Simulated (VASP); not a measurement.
Here is a VASP 6.6.1 calculation.

The input INCAR:

```
PREC = Accurate
ENCUT = 520
EDIFF = 1E-7
ISMEAR = -1
SIGMA = 0.05
LREAL = False
LASPH = True
NELM = 100
ALGO = Normal
ISIF = 2
LWAVE = False
LCHARG = False
LMAXMIX = 4
GGA = PE
```

The input KPOINTS:

```
regular mesh
0
Gamma
  10 10 5
```

File POSCAR:

```
TaN
1.0
    2.9217699809      0.0000000000      0.0000000000
   -1.4608849905      2.5303270275      0.0000000000
    0.0000000000      0.0000000000      5.9165150000
Ta N
2 2
Direct
    0.0000000000      0.0000000000      0.5000000000
    0.0000000000      0.0000000000      0.0000000000
    0.3333333333      0.6666666667      0.2500000000
    0.6666666667      0.3333333333      0.7500000000
```

Contents of KPOINTS_OPT:

```
path GMKGALHA,LM,KH
10
line-mode
reciprocal
 0.0000000000  0.0000000000  0.0000000000  G
 0.5000000000  0.0000000000  0.0000000000  M

 0.5000000000  0.0000000000  0.0000000000  M
 0.3333333333  0.3333333333  0.0000000000  K

 0.3333333333  0.3333333333  0.0000000000  K
 0.0000000000  0.0000000000  0.0000000000  G

 0.0000000000  0.0000000000  0.0000000000  G
 0.0000000000  0.0000000000  0.5000000000  A

 0.0000000000  0.0000000000  0.5000000000  A
 0.5000000000  0.0000000000  0.5000000000  L

 0.5000000000  0.0000000000  0.5000000000  L
 0.3333333333  0.3333333333  0.5000000000  H

 0.3333333333  0.3333333333  0.5000000000  H
 0.0000000000  0.0000000000  0.5000000000  A

 0.5000000000  0.0000000000  0.5000000000  L
 0.5000000000  0.0000000000  0.0000000000  M

 0.3333333333  0.3333333333  0.0000000000  K
 0.3333333333  0.3333333333  0.5000000000  H
```

Potentials or basis: VASP PAW PBE potentials, release 64 (Ta_pv, N).

Command:

```sh
$ cat potpaw_PBE.64/Ta_pv/POTCAR potpaw_PBE.64/N/POTCAR > POTCAR
$ mpirun -np 1 vasp_std > vasp.out
```

(1) Estimate the band gap along the path.

(2) Estimate the pressure.

Answers

(1) none (metal or under the smearing width).

(2) -0.4 GPa.

Caveat: spin-orbit coupling is left out, which moves the levels of the heavy elements.
